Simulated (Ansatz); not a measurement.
## Sb under changes of volume

One of the cells (29.904 Å³/atom); the others are scaled copies at fixed shape and fractional positions:

```
CELL_PARAMETERS angstrom
3.12240 0.00000 0.00000
0.00000 4.34752 0.00000
-0.03891 0.00000 4.40585
ATOMIC_POSITIONS crystal
Sb 0.01139 0.25000 0.24117
Sb 0.98861 0.75000 0.75883
```

This isn't the form of Sb at room conditions, which is rhombohedral.

| Property | Result |
| --- | --- |
| Program | Ansatz 0.2.0 |
| Functional | LDA |
| Potentials or basis | all-electron LAPW, scalar-relativistic |
| Cutoff | 205 eV (chosen from the basis error) |
| Basis error allowed | 0.001 eV/atom |
| k mesh | 9 × 6 × 6 |
| Occupations | fermi-dirac, width 0.05 eV |
| Spin | no spin polarisation |

```csv
volume (Å³/atom),energy over the lowest point (meV/atom),pressure (GPa),largest force (eV/Å)
28.110,0.00,0.2,0.113
28.708,?,?,?
29.306,8.49,-2.3,0.053
29.904,19.03,-3.3,0.038
30.502,33.11,-4.2,0.041
31.100,50.34,-5.0,0.057
31.698,70.39,-5.7,0.076
```

Q: What does the run at 28.708 Å³/atom give?

A: Energy over the lowest point 1.97 meV/atom; pressure -1.1 GPa; largest force 0.080 eV/Å.

Worked out: A Birch-Murnaghan fit of order 3 (a polynomial in V^(-2/3)) to the other rows has its minimum at 28.16 Å³/atom with B0 = V·E''(V) = 64 GPa and B' = 4.7 at fixed shape and positions, which overstates the stiffness. It gives 1.99 meV/atom at 28.708 Å³/atom, against the run's 1.97, and -dE/dV = -1.2 GPa, against -1.1.

Energies are extrapolated to zero smearing.
